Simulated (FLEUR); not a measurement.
# C: equation of state with r2SCAN

**The experiment to reproduce.**

“Equation of state of cubic boron nitride at high pressures and temperatures”, 2007, arxiv:cond-mat/0702656 quotes, for a bulk crystal of C: bulk modulus 444.8 ± 0.8 GPa.

Crystal: C.

```xyz
2
Lattice="0.0000 1.7834 1.7834 1.7834 0.0000 1.7834 1.7834 1.7834 0.0000" Properties=species:S:1:pos:R:3 pbc="T T T"
C     2.6751    2.6751    2.6751
C     1.7834    1.7834    1.7834
```

This isn't the form of C at room conditions, which is graphite.

```yaml
Program: FLEUR MaX-R8.1 (later development tree)
Task: equation of state
Functional: r2SCAN
Potentials_or_basis: all-electron
Basis: FLAPW
Kmax: 5.5 1/bohr
k_mesh: 13 × 13 × 13
Occupations: fermi-dirac, width 0.05 eV
Spin: no spin polarisation
```

```
Equilibrium volume : 5.64 Å³/atom
Bulk modulus       : 451 GPa
```

Energy against volume, from the lowest point:
```csv
volume (Å³/atom),energy (meV/atom)
5.332,25.55
5.445,9.67
5.672,0.00
5.899,15.37
6.012,31.09
```

Against the measured bulk modulus of C, 444.8 GPa (quoted in “Equation of state of cubic boron nitride at high pressures and temperatures”, 2007, arxiv:cond-mat/0702656), the calculated 451 GPa is off by +1.4 %. 3 values of this kind are on record (442 to 444.8 GPa); this one was drawn at random among those near their median, those with a stated uncertainty first. The fit is for a static lattice scaled at fixed shape and fixed fractional positions. The cell as given is a measured one (5.67 Å³/atom); r2SCAN puts the equilibrium volume -0.6 % from it, thermal expansion not counted.

Caveat: the meta-GGA is that of a development version, with a GGA for the radial functions and cores and without core tails.
